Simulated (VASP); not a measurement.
# SnTe in VASP: one cell, several levels of theory, part 1 of 2

What does VASP give for SnTe (zincblende), under +2.5 % biaxial strain in x and y, free along z, the cell held fixed? Runs: PBE, r2SCAN. This is a trial cell built on a prototype, not taken from a measured structure, and it needn't be the compound's ground state.

The runs shown are made with VASP 6.6.1. PAW datasets, plane waves. Values at 0 K without nuclear motion; spin polarisation is off, and the phase may be a hypothetical one.

## 1. The cell

The cell comes from an earlier relaxation with r2SCAN in another program, then strained, with the atoms relaxed again.

It is tetragonal, I-4m2 (No. 119); a = 5.195 Å, c = 6.726 Å in the conventional setting, 45.38 Å³ an atom. Around Sn lie 4 Te at 3.09 Å; around Te lie 4 Sn at 3.09 Å.

As a file:

```xyz
2
Lattice="0.0000 3.6736 3.3630 3.6736 0.0000 3.3630 3.6736 3.6736 0.0000" Properties=species:S:1:pos:R:3 pbc="T T T"
Sn    0.0000    0.0000    0.0000
Te    1.8368    1.8368    1.6815
```

## 2. PBE at this geometry

File INCAR:

```
ENCUT = 520.000000
SIGMA = 0.020000
EDIFF = 1.00e-07
GGA = PE
PREC = Accurate
IBRION = -1
ISIF = 2
ISMEAR = -1
NBANDS = 17
NELM = 120
NSW = 0
LASPH = .TRUE.
LCHARG = .FALSE.
LWAVE = .FALSE.
LREAL = .FALSE.
```

File KPOINTS:

```
KPOINTS created by Atomic Simulation Environment
0
Gamma
6 6 6
0 0 0
```

File KPOINTS_OPT:

```
special points
7
Reciprocal
0.0000000000 0.0000000000 0.0000000000 1
-0.5000000000 -0.5000000000 0.0000000000 1
-0.3750000000 -0.3750000000 0.2500000000 1
-0.3750000000 0.0000000000 0.3750000000 1
0.0000000000 0.0000000000 0.5000000000 1
-0.5000000000 -0.2500000000 0.2500000000 1
0.2500000000 -0.2500000000 -0.5000000000 1
```

File POSCAR:

```
Sn Te
 1.0000000000000000
     0.0000000000000000    3.6735836094000001    3.3630033117000000
     3.6735836094000001    0.0000000000000000    3.3630033117000000
     3.6735836094000001    3.6735836094000001    0.0000000000000000
 Sn  Te
   1   1
Cartesian
  0.0000000000000000  0.0000000000000000  0.0000000000000000
  1.8367918046999998  1.8367918046999998  1.6815016558500000
```

The run uses the recommended PBE PAW datasets (20 valence electrons a neutral cell).

Started as:

```bash
$ mpirun -np 1 vasp_std
```

Standard output, without the iteration lines:

```text
POSCAR found type information on POSCAR SnTe
 POSCAR found :  2 types and       2 ions
 LDA part: xc-table for (Slater+PW92), standard interpolation
 POSCAR, INCAR and KPOINTS ok, starting setup
 FFT: planning ... GRIDC
 FFT: planning ... GRID_SOFT
 FFT: planning ... GRID
 WAVECAR not read
 entering main loop
 Start KPOINTS_OPT (optional k-point list driver)
k-point batch [1-7\7]
```

OSZICAR:

```text
N       E                     dE             d eps       ncg     rms          rms(c)
DAV:   1     0.121775406214E+03    0.12178E+03   -0.92000E+03  1028   0.117E+03
DAV:   2     0.481879245569E+01   -0.11696E+03   -0.11393E+03  1046   0.293E+02
DAV:   3    -0.681185766219E+01   -0.11631E+02   -0.11449E+02  1271   0.899E+01
DAV:   4    -0.717798184705E+01   -0.36612E+00   -0.36593E+00  1193   0.165E+01
DAV:   5    -0.719365312960E+01   -0.15671E-01   -0.15671E-01  1489   0.329E+00    0.471E+00
DAV:   6    -0.705851623375E+01    0.13514E+00   -0.34055E-01  1339   0.272E+00    0.308E+00
DAV:   7    -0.705577904701E+01    0.27372E-02   -0.79197E-02  1083   0.107E+00    0.112E+00
DAV:   8    -0.705704544470E+01   -0.12664E-02   -0.10060E-02  1184   0.682E-01    0.233E-01
DAV:   9    -0.705760205771E+01   -0.55661E-03   -0.24979E-03  1069   0.318E-01    0.612E-02
DAV:  10    -0.705773354735E+01   -0.13149E-03   -0.47795E-04  1190   0.120E-01    0.430E-02
DAV:  11    -0.705786069569E+01   -0.12715E-03   -0.24193E-04  1047   0.678E-02    0.430E-02
DAV:  12    -0.705786066036E+01    0.35329E-07   -0.85009E-06  1250   0.178E-02    0.185E-02
DAV:  13    -0.705786160815E+01   -0.94779E-06   -0.37272E-06  1049   0.803E-03    0.384E-03
DAV:  14    -0.705786170095E+01   -0.92802E-07   -0.30608E-07  1238   0.532E-03
   1 F= -.70578617E+01 E0= -.70575572E+01  d E =-.608943E-03
       N       E                     dE             ncg
DAV:   1     0.756220142048E+03   -0.41933E+04      238
DAV:   2    -0.606659904140E+02   -0.81689E+03      255
DAV:   3    -0.146516744057E+03   -0.85851E+02      294
DAV:   4    -0.149239312648E+03   -0.27226E+01      297
DAV:   5    -0.149358673667E+03   -0.11936E+00      345
DAV:   6    -0.149359541603E+03   -0.86794E-03      302
DAV:   7    -0.149359580393E+03   -0.38791E-04      361
DAV:   8    -0.149359580664E+03   -0.27119E-06      294
DAV:   9    -0.149359580672E+03   -0.73342E-08      240
```

The lines after F= are the extra pass for the points of KPOINTS_OPT, at fixed density; their E is not a total energy.

OUTCAR, selected sections:

```text
k-points           NKPTS =     30   k-points in BZ     NKDIM =     30   number of bands    NBANDS=     17

   NELECT =      20.0000    total number of electrons

   dimension x,y,z NGX =    40 NGY =   40 NGZ =   40
   dimension x,y,z NGXF=    80 NGYF=   80 NGZF=   80

  energy-cutoff  :      520.00
  volume of cell :       90.77
      direct lattice vectors                 reciprocal lattice vectors
     0.000000000  3.673583609  3.363003312    -0.136106879  0.136106879  0.148676630
     3.673583609  0.000000000  3.363003312     0.136106879 -0.136106879  0.148676630
     3.673583609  3.673583609  0.000000000     0.136106879  0.136106879 -0.148676630

 k-points in reciprocal lattice and weights: KPOINTS created by Atomic Simulation Env
   0.00000000  0.00000000  0.00000000       0.005
   0.16666667  0.00000000  0.00000000       0.037
   0.33333333  0.00000000  0.00000000       0.037
   0.50000000  0.00000000  0.00000000       0.019
   0.16666667  0.16666667  0.00000000       0.009
   0.33333333  0.16666667  0.00000000       0.037
   0.50000000  0.16666667  0.00000000       0.037
  -0.33333333  0.16666667  0.00000000       0.037
[... 22 more k-points ...]

 E-fermi :   3.5639

 k-point     1 :       0.0000    0.0000    0.0000
  band No.  band energies     occupation
      1     -18.3214      2.00000
      2     -18.3214      2.00000
      3     -18.3152      2.00000
      4     -18.3124      2.00000
      5     -18.3053      2.00000
      6      -8.2093      2.00000
      7      -1.6099      2.00000
      8       1.3766      2.00000
      9       1.3766      2.00000
     10       1.6966      2.00000
     11       4.3421      0.00000
     12       4.5898      0.00000
     13       4.5898      0.00000
     14       7.6235      0.00000
     15       9.4512      0.00000
     16      10.3225      0.00000
     17      10.7529      0.00000

 k-point     2 :       0.1667    0.0000    0.0000
  band No.  band energies     occupation
      1     -18.3214      2.00000
      2     -18.3209      2.00000
      3     -18.3153      2.00000
      4     -18.3124      2.00000
      5     -18.3052      2.00000
      6      -8.0862      2.00000
      7      -2.1938      2.00000
      8       1.1882      2.00000
      9       1.3987      2.00000
     10       1.6617      2.00000
     11       4.5224      0.00000
     12       4.8501      0.00000
     13       4.9582      0.00000
     14       8.4183      0.00000
     15       9.1223      0.00000
     16       9.6297      0.00000
     17      10.8311      0.00000

 k-point     3 :       0.3333    0.0000    0.0000
  band No.  band energies     occupation
      1     -18.3215      2.00000
      2     -18.3201      2.00000
      3     -18.3153      2.00000
      4     -18.3123      2.00000
      5     -18.3049      2.00000
      6      -7.7987      2.00000
      7      -3.1512      2.00000
      8       0.8838      2.00000
      9       1.2009      2.00000
     10       1.5132      2.00000
     11       5.1154      0.00000
     12       5.1800      0.00000
     13       6.0397      0.00000
     14       8.9528      0.00000
     15       9.5364      0.00000
     16       9.7654      0.00000
     17      10.9332      0.00000

 k-point     4 :       0.5000    0.0000    0.0000
  band No.  band energies     occupation
      1     -18.3217      2.00000
      2     -18.3197      2.00000
      3     -18.3153      2.00000
      4     -18.3122      2.00000
      5     -18.3048      2.00000
      6      -7.6250      2.00000
      7      -3.5945      2.00000
      8       0.7552      2.00000
      9       1.1059      2.00000
     10       1.3964      2.00000
     11       5.2580      0.00000
     12       5.3569      0.00000
     13       6.9987      0.00000
     14       9.1591      0.00000
     15       9.8097      0.00000
     16      10.5521      0.00000
     17      10.5770      0.00000

 k-point     5 :       0.1667    0.1667    0.0000
  band No.  band energies     occupation
      1     -18.3205      2.00000
      2     -18.3205      2.00000
      3     -18.3165      2.00000
      4     -18.3127      2.00000
      5     -18.3050      2.00000
      6      -8.0324      2.00000
      7      -2.2854      2.00000
      8       0.9298      2.00000
      9       0.9298      2.00000
     10       2.2640      2.00000
     11       3.8803      0.00000
     12       5.2963      0.00000
     13       5.2963      0.00000
     14       8.8131      0.00000
     15       9.1072      0.00000
     16       9.7648      0.00000
     17      11.4865      0.00000

 k-point     6 :       0.3333    0.1667    0.0000
  band No.  band energies     occupation
      1     -18.3203      2.00000
      2     -18.3196      2.00000
      3     -18.3168      2.00000
      4     -18.3129      2.00000
      5     -18.3046      2.00000
      6      -7.7862      2.00000
      7      -3.0334      2.00000
      8       0.5639      2.00000
      9       0.6253      2.00000
     10       2.4651      2.00000
     11       4.0466      0.00000
     12       5.7762      0.00000
     13       6.0318      0.00000
     14       8.7194      0.00000
     15       9.9217      0.00000
     16      10.1751      0.00000
     17      11.5459      0.00000

 k-point     7 :       0.5000    0.1667    0.0000
  band No.  band energies     occupation
      1     -18.3211      2.00000
      2     -18.3191      2.00000
      3     -18.3160      2.00000
      4     -18.3127      2.00000
      5     -18.3046      2.00000
      6      -7.5604      2.00000
      7      -3.6207      2.00000
      8       0.2751      2.00000
      9       0.5426      2.00000
     10       2.4053      2.00000
     11       4.8654      0.00000
     12       5.7986      0.00000
     13       6.4791      0.00000
     14       9.1718      0.00000
     15      10.0274      0.00000
     16      10.5977      0.00000
     17      10.9906      0.00000

[... the tables of k-points 8 to 30 left out ...]

  Total        0.4270584      0.4270584      0.3298582      0.0000000      0.0000000      0.0000000
  in kB        7.5380798      7.5380798      5.8223819      0.0000000      0.0000000      0.0000000
  external PRESSURE =       6.9661805 kB  Pullay stress =       0.0000000 kB

 POSITION                                       TOTAL-FORCE (eV/Angst)
 -----------------------------------------------------------------------------------
      0.00000      0.00000      0.00000         0.000000      0.000000      0.000000
      1.83679      1.83679      1.68150        -0.000000     -0.000000     -0.000000
 -----------------------------------------------------------------------------------
    total drift:                               -0.000000     -0.000000      0.000000

  FREE ENERGIE OF THE ION-ELECTRON SYSTEM (eV)
  ---------------------------------------------------
  free  energy   TOTEN  =        -7.0578617010 eV

  energy  without entropy=       -7.0572527576  energy(sigma->0) =       -7.05755723
```

Wall time 64 s (1 MPI rank of Intel Xeon Platinum 8488C, shared host); peak memory 0.27 GiB.

The levels at the points of KPOINTS_OPT are read from vasprun.xml.

Near the gap, in eV above the top of the last filled band v; c is the band after it:

```csv
point,v−1,v,c,c+1
Γ,-2.40,-2.08,0.57,0.82
X,-3.72,-1.21,-0.36,3.83
U,-3.53,-0.96,0.64,2.92
K,-3.22,-0.70,1.00,2.72
L,-2.67,-2.38,1.49,1.58
W,-3.73,-0.34,0.93,1.91
```

PBE: no gap; the band counted as the lowest empty one dips 0.36 eV below the top of the last filled one. The pressure is 0.70 GPa; the forces vanish within 0.01 eV/Å.

(Continued in part 2 of 2.)
